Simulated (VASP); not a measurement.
# TaS2 (P-3m1) in VASP: a series of runs

The runs below take TaS2 through relaxation of cell and atoms, with PBE, PBEsol.

All numbers are computed with VASP 6.6.1; they aren't measurements. Logs are shortened: lines on timing, memory, paths and dates and some standing lists are left out, and cuts for length are marked.

## 1. Starting point

The structure is trigonal, space group P-3m1 (No. 164). Conventional cell: a = 3.377 Å, b = 3.377 Å, c = 6.668 Å, α = 90.00°, β = 90.00°, γ = 120.00°. Ta (site symmetry -3m) is surrounded by 6 S at 2.48 Å. S (site symmetry 3m) is surrounded by 3 Ta at 2.48 Å.

## 2. Relaxation of cell and atoms, PBE

Contents of INCAR:

```
PREC = Accurate
ENCUT = 600
EDIFF = 1E-7
ISMEAR = 1
SIGMA = 0.1
LREAL = F
LASPH = T
NELM = 80
ALGO = Normal
ISIF = 3
LWAVE = F
LCHARG = F
GGA = PE
IBRION = 2
NSW = 90
EDIFFG = -0.005
```

Contents of KPOINTS:

```
Automatic mesh
0
Gamma
  15 15 6
```

Contents of POSCAR:

```
TaS2                                    
1.0
    3.3773742839      0.0000000000      0.0000000000
   -1.6886871419      2.9248919279     -0.0000000000
    0.0000000000      0.0000000000      6.6684904637
  Ta              S             
     1     2
Direct
     0.0000000000000000    0.0000000000000000    1.0000000000000000
     0.3333333332999970    0.6666666667000030    0.2301264267145459
     0.6666666667000030    0.3333333332999970    0.7698735732854539
```

Potentials or basis: VASP PAW PBE potentials, release 64 (Ta_pv, S).

The run is started by

```
cat potpaw_PBE.64/Ta_pv/POTCAR potpaw_PBE.64/S/POTCAR > POTCAR
mpirun -np 1 vasp_std > vasp.out
```

OUTCAR:

```text
PREC = Accurate
   ENCUT = 600
   EDIFF = 1E-7
   ISMEAR = 1
   LREAL = F
   LASPH = T
   NELM = 80
   ISIF = 3
   GGA = PE
   IBRION = 2
   NSW = 90
   EDIFFG = -0.005

 ion  position               nearest neighbor table
   1  0.000  0.000  0.000-   2 2.48   3 2.48   2 2.48   3 2.48   3 2.48   2 2.48
   2  0.333  0.667  0.230-   1 2.48   1 2.48   1 2.48
   3  0.667  0.333  0.770-   1 2.48   1 2.48   1 2.48

  LATTYP: Found a hexagonal cell.
 ALAT       =     3.3773742839
 C/A-ratio  =     1.9744600104

  Lattice vectors:

 A1 = (   3.3773742839,   0.0000000000,   0.0000000000)
 A2 = (  -1.6886871419,   2.9248919279,   0.0000000000)
 A3 = (   0.0000000000,   0.0000000000,   6.6684904637)

Analysis of symmetry for initial positions (statically):
=====================================================================
 Subroutine PRICEL returns:
 Original cell was already a primitive cell.

 Routine SETGRP: Setting up the symmetry group for a
 hexagonal supercell.

 Subroutine GETGRP returns: Found 12 space group operations
 (whereof 12 operations were pure point group operations)
 out of a pool of 24 trial point group operations.

The static configuration has the point symmetry D_3d.

Analysis of symmetry for dynamics (positions and initial velocities):
=====================================================================
 Subroutine PRICEL returns:
 Original cell was already a primitive cell.

 Routine SETGRP: Setting up the symmetry group for a
 hexagonal supercell.

 Subroutine GETGRP returns: Found 12 space group operations
 (whereof 12 operations were pure point group operations)
 out of a pool of 24 trial point group operations.

The dynamic configuration has the point symmetry D_3d.

 Subroutine INISYM returns: Found 12 space group operations
 (whereof 12 operations are pure point group operations),
 and found     1 'primitive' translations

----------------------------------------------------------------------------------------

                                     Primitive cell

  volume of cell :      65.8744

  direct lattice vectors                    reciprocal lattice vectors
     3.377374284  0.000000000  0.000000000     0.296088001  0.170946487  0.000000000
    -1.688687142  2.924891928  0.000000000     0.000000000  0.341892974  0.000000000
     0.000000000  0.000000000  6.668490464     0.000000000  0.000000000  0.149958976

  length of vectors
     3.377374284  3.377374284  6.668490464     0.341892974  0.341892974  0.149958976

  position of ions in fractional coordinates (direct lattice)
     0.000000000  0.000000000  0.000000000
     0.333333333  0.666666667  0.230126427
     0.666666667  0.333333333  0.769873573
[... 114 lines left out ...]
 maximum number of plane-waves:      2223
   NGX = 13   NGY = 13   NGZ = 27

--------------------------------------- Ionic step        1  -------------------------------------------

 number of electron      23.0000001 magnetization

 Free energy of the ion-electron system (eV)
  ---------------------------------------------------
  ext. energy  EPLUGINS =         0.00000000
  ---------------------------------------------------
  free energy    TOTEN  =       -23.16415174 eV

  energy without entropy =      -23.16430879  energy(sigma->0) =      -23.16420409

------------------------ aborting loop because EDIFF is reached ----------------------------------------

  FORCE on cell =-STRESS in cart. coord.  units (eV):
  Direction    XX          YY          ZZ          XY          YZ          ZX
  --------------------------------------------------------------------------------------
  -------------------------------------------------------------------------------------
  Total       -0.0336414     -0.0336414      0.0176802     -0.0000000     -0.0000000     -0.0000000
  in kB       -0.8182168     -0.8182168      0.4300118     -0.0000000     -0.0000000     -0.0000000
  external PRESSURE =      -0.4021406 kB  Pullay stress =       0.0000000 kB
[... 92 lines left out ...]
  FREE ENERGIE OF THE ION-ELECTRON SYSTEM (eV)
  ---------------------------------------------------
  free  energy   TOTEN  =       -23.1641705359 eV

  energy  without entropy=      -23.1643292397  energy(sigma->0) =      -23.16422344

[... ionic steps 4 to 19 ...]

--------------------------------------- Ionic step       20  -------------------------------------------

 number of electron      22.9999999 magnetization

------------------------ aborting loop because EDIFF is reached ----------------------------------------
[... 69 lines left out ...]
--------------------------------------- Ionic step       22  -------------------------------------------

 number of electron      22.9999999 magnetization

 Free energy of the ion-electron system (eV)
  ---------------------------------------------------
  ext. energy  EPLUGINS =         0.00000000
  ---------------------------------------------------
  free energy    TOTEN  =       -23.16434516 eV

  energy without entropy =      -23.16462511  energy(sigma->0) =      -23.16443848

 E-fermi :   4.1038     XC(G=0):  -9.5432

 val. band max:        4.1019854920   @ k =   0.3333   0.1333   0.0000
 cond. band min:       4.1054958702   @ k =   0.2667   0.1333   0.5000
 fundamental gap:      0.0035103782
 Fermi energy:         4.1037728826

 k-point     1 :       0.0000    0.0000    0.0000
  band No.  band energies     occupation
      1     -31.2656      2.00000
      2     -31.2620      2.00000
      3     -31.2620      2.00000
      4     -10.5749      2.00000
      5      -9.0438      2.00000
      6      -2.2866      2.00000
      7       0.2913      2.00000
      8       0.2913      2.00000
      9       2.0339      2.00000
     10       3.3608      2.00000
     11       3.3608      2.00000
     12       4.2293     -0.07064
     13       4.2293     -0.07064
     14       4.2563     -0.05304
[... 401 lines left out ...]
      2     -31.3800      2.00000
      3     -31.2116      2.00000
      4      -8.8637      2.00000
      5      -8.5285      2.00000
      6      -2.0252      2.00000
      7      -0.9273      2.00000
      8      -0.0961      2.00000
      9       0.3193      2.00000
     10       0.3507      2.00000
     11       1.0678      2.00000
     12       4.5887     -0.00000
     13       6.2484      0.00000
     14       6.4065      0.00000
     15       7.8350      0.00000

 [... further k-points ...]
[... 5 lines left out ...]
  --------------------------------------------------------------------------------------
  -------------------------------------------------------------------------------------
  Total        0.0032002      0.0032002      0.0019284      0.0000000     -0.0000000      0.0000000
  in kB        0.0768236      0.0768236      0.0462938      0.0000000     -0.0000000      0.0000000
  external PRESSURE =       0.0666470 kB  Pullay stress =       0.0000000 kB
[... 18 lines left out ...]
  FREE ENERGIE OF THE ION-ELECTRON SYSTEM (eV)
  ---------------------------------------------------
  free  energy   TOTEN  =       -23.1643451606 eV

  energy  without entropy=      -23.1646251141  energy(sigma->0) =      -23.16443848

 reached required accuracy - stopping structural energy minimisation
```

OSZICAR:

```text
N       E                     dE             d eps       ncg     rms          rms(c)
DAV:   1     0.164426761903E+03    0.16443E+03   -0.12440E+04  4396   0.151E+03
DAV:   2    -0.167047709063E+02   -0.18113E+03   -0.17879E+03  5556   0.332E+02
DAV:   3    -0.247374970351E+02   -0.80327E+01   -0.79602E+01  6046   0.664E+01
[... 195 lines left out ...]
DAV:   3    -0.231643443863E+02    0.32191E-05   -0.91008E-06  5241   0.218E-02    0.464E-03
DAV:   4    -0.231643445189E+02   -0.13259E-06   -0.61821E-07  5542   0.624E-03    0.307E-03
DAV:   5    -0.231643448765E+02   -0.35761E-06   -0.56142E-08  2281   0.214E-03    0.145E-03
DAV:   6    -0.231643451563E+02   -0.27977E-06   -0.34970E-08  2246   0.155E-03    0.246E-04
DAV:   7    -0.231643451606E+02   -0.42774E-08   -0.57371E-09  2218   0.706E-04
  22 F= -.23164345E+02 E0= -.23164438E+02  d E =-.194236E-05
```

CONTCAR:

```text
TaS2
   1.00000000000000
     3.3758290697189368   -0.0000000000000263   -0.0000000000000004
    -1.6879145348095155    2.9235537331649866    0.0000000000000005
    -0.0000000000000005   -0.0000000000000011    6.7624101920706314
  Ta              S
     1     2
Direct
     0.0000000000000000    0.0000000000000000    0.0000000000000000
     0.3333333332999970    0.6666666667000030    0.2270170561097824
     0.6666666667000030    0.3333333332999970    0.7729829438902174

  0.00000000E+00  0.00000000E+00  0.00000000E+00
  0.00000000E+00  0.00000000E+00  0.00000000E+00
  0.00000000E+00  0.00000000E+00  0.00000000E+00
```

Wall time 17 min (1 thread of AMD EPYC 9R45 (Zen 5), shared host); peak memory 0.31 GiB.

What came out:

| Item | Value |
| --- | --- |
| Free energy | -23.1643 eV |
| Relaxed volume | 22.25 Å³/atom |
| Relaxed cell | a = 3.376 Å, b = 3.376 Å, c = 6.762 Å, α = 90.00°, β = 90.00°, γ = 120.00° |
| Space group after relaxing (to 0.05 Å) | P-3m1 (No. 164) |
| Energy gained by relaxing | 0.1 meV/atom |
| Ionic steps | 22 |
| Pressure after relaxing | 0.0 GPa |
| Band gap on the k mesh | none (metal or under the smearing width) |

The path:
| step | energy change (eV) | largest force (eV/Å) | pressure (GPa) | volume (Å³) |
| --- | --- | --- | --- | --- |
| 1 | 0.0000 | 0.0027 | -0.04 | 65.87 |
| 2 | 0.0000 | 0.0044 | 0.06 | 65.82 |
| 3 | 0.0000 | 0.0034 | 0.05 | 65.83 |
| 4 | 0.0000 | 0.0115 | -0.01 | 65.85 |
| 5 | 0.0000 | 0.0063 | 0.01 | 65.85 |
| 6 | 0.0000 | 0.0067 | 0.00 | 65.86 |
| 7 | 0.0000 | 0.0077 | -0.02 | 65.91 |
| 8 | 0.0000 | 0.0098 | -0.07 | 66.01 |
| 9 | 0.0000 | 0.0093 | -0.06 | 66.01 |
| 10 | -0.0001 | 0.0084 | -0.06 | 66.01 |
| 11 | -0.0001 | 0.0064 | -0.05 | 66.03 |
| 12 | -0.0001 | 0.0026 | -0.04 | 66.05 |
| 13 | -0.0001 | 0.0051 | 0.00 | 66.10 |
| 14 | -0.0001 | 0.0205 | 0.06 | 66.19 |
| 15 | -0.0001 | 0.0118 | 0.02 | 66.14 |
| 16 | -0.0001 | 0.0113 | 0.02 | 66.17 |
| 17 | -0.0001 | 0.0101 | 0.03 | 66.25 |
| 18 | -0.0002 | 0.0083 | 0.03 | 66.42 |
| 19 | -0.0002 | 0.0050 | 0.04 | 66.76 |
| 20 | -0.0002 | 0.0053 | 0.04 | 66.73 |
| 21 | -0.0002 | 0.0075 | -0.05 | 66.77 |
| 22 | -0.0002 | 0.0007 | 0.01 | 66.74 |

Final structure:
```yaml
crystal:
  lattice:
    - [3.37583, 0.00000, 0.00000]
    - [-1.68791, 2.92355, 0.00000]
    - [0.00000, 0.00000, 6.76241]
  atoms:
    - { symbol: Ta, position: [0.00000, 0.00000, 0.00000] }
    - { symbol: S, position: [0.33333, 0.66667, 0.22702] }
    - { symbol: S, position: [0.66667, 0.33333, 0.77298] }
```

Caveat: this functional lacks dispersion, which binds the layers, so the pressure and a relaxed spacing across them are unreliable.

## 3. Relaxation of cell and atoms, PBEsol

This run uses another cell than the first one, of 18.98 Å³/atom, 0.865 times its volume.

Contents of INCAR:

```
SYSTEM = TaS2
PREC = Accurate ; ENCUT = 600
EDIFF = 1E-6 ; ISMEAR = 1
SIGMA = 0.1 ; LREAL = .False.
LASPH = .True. ; NELM = 80
ALGO = Normal ; ISIF = 3
LWAVE = .False. ; LCHARG = .False.
GGA = PS ; IBRION = 2
NSW = 90 ; EDIFFG = -0.01
```

Contents of KPOINTS:

```
Automatic mesh
0
Gamma
  15 15 6
  0 0 0
```

Contents of POSCAR:

```
TaS2
1.0
    3.3500000000      0.0000000000      0.0000000000
   -1.6750000000      2.9011851027      0.0000000000
    0.0000000000      0.0000000000      5.8600000000
Ta S
1 2
Direct
    0.0000000000      0.0000000000      0.0000000000
    0.3333333333      0.6666666667      0.2500000000
    0.6666666667      0.3333333333      0.7500000000
```

Potentials or basis: VASP PAW PBE potentials, release 64 (Ta_pv, S).

The run is started by

```
cat potpaw_PBE.64/Ta_pv/POTCAR potpaw_PBE.64/S/POTCAR > POTCAR
mpirun -np 1 vasp_std > vasp.out
```

OUTCAR:

```text
SYSTEM = TaS2
   PREC = Accurate
   ENCUT = 600
   EDIFF = 1E-6
   ISMEAR = 1
   LREAL = .False.
   LASPH = .True.
   NELM = 80
   ISIF = 3
   GGA = PS
   IBRION = 2
   NSW = 90
   EDIFFG = -0.01

 ion  position               nearest neighbor table
   1  0.000  0.000  0.000-   2 2.43   3 2.43   3 2.43   2 2.43   3 2.43   2 2.43
   2  0.333  0.667  0.250-   1 2.43   1 2.43   1 2.43
   3  0.667  0.333  0.750-   1 2.43   1 2.43   1 2.43

  LATTYP: Found a hexagonal cell.
 ALAT       =     3.3500000000
 C/A-ratio  =     1.7492537313

  Lattice vectors:

 A1 = (   3.3500000000,   0.0000000000,   0.0000000000)
 A2 = (  -1.6750000000,   2.9011851027,   0.0000000000)
 A3 = (   0.0000000000,   0.0000000000,   5.8600000000)

Analysis of symmetry for initial positions (statically):
=====================================================================
[... 381 lines left out ...]

 k-point     1 :       0.0000    0.0000    0.0000
  band No.  band energies     occupation
      1     -29.5774      2.00000
      2     -29.5387      2.00000
      3     -29.5387      2.00000
      4      -9.4091      2.00000
      5      -7.4541      2.00000
      6      -1.4782      2.00000
      7       1.8176      2.00000
      8       1.8176      2.00000
      9       4.2745      2.00000
     10       5.0640      2.00000
     11       5.0640      2.00000
     12       5.4992      2.00154
     13       5.7866     -0.01455
     14       5.7866     -0.01455
[... 401 lines left out ...]
      2     -29.6837      2.00000
      3     -29.5095      2.00000
      4      -7.3807      2.00000
      5      -7.0749      2.00000
      6      -0.7934      2.00000
      7       0.3840      2.00000
      8       1.2740      2.00000
      9       1.5855      2.00000
     10       1.7766      2.00000
     11       2.4861      2.00000
     12       6.2910     -0.00000
     13       7.9723      0.00000
     14       8.1697      0.00000
     15       9.4847      0.00000

 [... further k-points ...]
[... 5 lines left out ...]
  --------------------------------------------------------------------------------------
  -------------------------------------------------------------------------------------
  Total        0.0179756      0.0179756     -0.0142050      0.0000000      0.0000000      0.0000000
  in kB        0.5082746      0.5082746     -0.4016593      0.0000000      0.0000000      0.0000000
  external PRESSURE =       0.2049633 kB  Pullay stress =       0.0000000 kB
[... 18 lines left out ...]
  FREE ENERGIE OF THE ION-ELECTRON SYSTEM (eV)
  ---------------------------------------------------
  free  energy   TOTEN  =       -24.5773785947 eV

  energy  without entropy=      -24.5769922543  energy(sigma->0) =      -24.57724981

 reached required accuracy - stopping structural energy minimisation
```

OSZICAR:

```text
N       E                     dE             d eps       ncg     rms          rms(c)
DAV:   1     0.163934616207E+03    0.16393E+03   -0.12736E+04  4380   0.155E+03
DAV:   2    -0.185630904127E+02   -0.18250E+03   -0.18058E+03  5598   0.343E+02
DAV:   3    -0.258523348932E+02   -0.72892E+01   -0.71863E+01  5942   0.651E+01
DAV:   4    -0.259429565668E+02   -0.90622E-01   -0.90517E-01  5728   0.785E+00
[... 155 lines left out ...]
DAV:   3    -0.245773742346E+02    0.89553E-06   -0.16806E-06  2603   0.950E-03
  19 F= -.24577374E+02 E0= -.24577246E+02  d E =-.208803E-03
       N       E                     dE             d eps       ncg     rms          rms(c)
DAV:   1    -0.245773796010E+02   -0.44708E-05   -0.11349E-04  4492   0.820E-02    0.679E-03
DAV:   2    -0.245773787259E+02    0.87507E-06   -0.10984E-05  5847   0.199E-02    0.398E-03
DAV:   3    -0.245773785947E+02    0.13125E-06   -0.13092E-06  2528   0.803E-03
  20 F= -.24577379E+02 E0= -.24577250E+02  d E =-.436004E-05
```

CONTCAR:

```text
TaS2
   1.00000000000000
     3.3172171484584578   -0.0000000000000000   -0.0000000000000000
    -1.6586085742292289    2.8727943204558679    0.0000000000000000
     0.0000000000000000    0.0000000000000000    5.9458892980682085
  Ta              S
     1     2
Direct
     0.0000000000000000    0.0000000000000000    0.0000000000000000
     0.3333333332999970    0.6666666667000030    0.2594120749472316
     0.6666666667000030    0.3333333332999970    0.7405879250527685

  0.00000000E+00  0.00000000E+00  0.00000000E+00
  0.00000000E+00  0.00000000E+00  0.00000000E+00
  0.00000000E+00  0.00000000E+00  0.00000000E+00
```

Wall time 16 min (1 thread of Intel Xeon Platinum 8488C (Sapphire Rapids), shared host); peak memory 0.32 GiB.

What came out:

- Free energy: -24.5774 eV
- Relaxed volume: 18.89 Å³/atom
- Relaxed cell: a = 3.317 Å, b = 3.317 Å, c = 5.946 Å, α = 90.00°, β = 90.00°, γ = 120.00°
- Space group after relaxing (to 0.05 Å): P-3m1 (No. 164)
- Energy gained by relaxing: 23.2 meV/atom
- Ionic steps: 20
- Pressure after relaxing: 0.0 GPa
- Band gap on the k mesh: none (metal or under the smearing width)

Stress tensor (GPa, compression positive):
```
 0.05  0.00  0.00
 0.00  0.05  0.00
 0.00  0.00 -0.04
```

Step by step:
```
step  energy change (eV)  largest force (eV/Å)  pressure (GPa)  volume (Å³)
   1              0.0000                1.0264            4.55        56.95
   2              0.0733                1.1374           -9.19        61.50
   3             -0.0517                0.1047           -1.51        58.68
   4             -0.0517                0.1280           -1.37        58.63
   5             -0.0675                0.0355           -0.49        57.82
   6             -0.0685                0.0058           -0.20        57.56
   7             -0.0684                0.0038           -0.18        57.54
   8             -0.0685                0.0612            0.22        57.37
   9             -0.0685                0.0405            0.09        57.43
  10             -0.0687                0.0415            0.06        57.40
  11             -0.0690                0.0462            0.00        57.28
  12             -0.0689                0.0541           -0.10        57.05
  13             -0.0690                0.0494           -0.03        57.19
  14             -0.0692                0.0311           -0.12        57.14
  15             -0.0694                0.0234           -0.35        56.99
  16             -0.0695                0.0181           -0.24        56.89
  17             -0.0696                0.0064           -0.02        56.68
  18             -0.0696                0.0063           -0.02        56.67
  19             -0.0696                0.0056           -0.03        56.66
  20             -0.0696                0.0018            0.02        56.66
```

Final structure:
```
Ta S
1.0
     3.31722    0.00000    0.00000
    -1.65861    2.87279    0.00000
     0.00000    0.00000    5.94589
Ta S
1 2
Direct
  0.00000 0.00000 0.00000
  0.33333 0.66667 0.25941
  0.66667 0.33333 0.74059
```

Levels at points of the mesh, in eV from the Fermi level:
| k point | band 8 | band 9 | band 10 | band 11 | band 12 | band 13 | band 14 | band 15 |
| --- | --- | --- | --- | --- | --- | --- | --- | --- |
| (0.00, 0.00, 0.00) | -3.77 | -1.31 | -0.52 | -0.52 | -0.08 | 0.20 | 0.20 | 3.87 |
| (0.00, 0.00, 0.50) | -3.73 | -3.73 | -0.68 | -0.68 | 0.17 | 0.17 | 1.03 | 4.30 |

Caveat: the PAW data sets were made with another functional, which shifts forces and pressure a little; this functional lacks dispersion, which binds the layers, so the pressure and a relaxed spacing across them are unreliable.
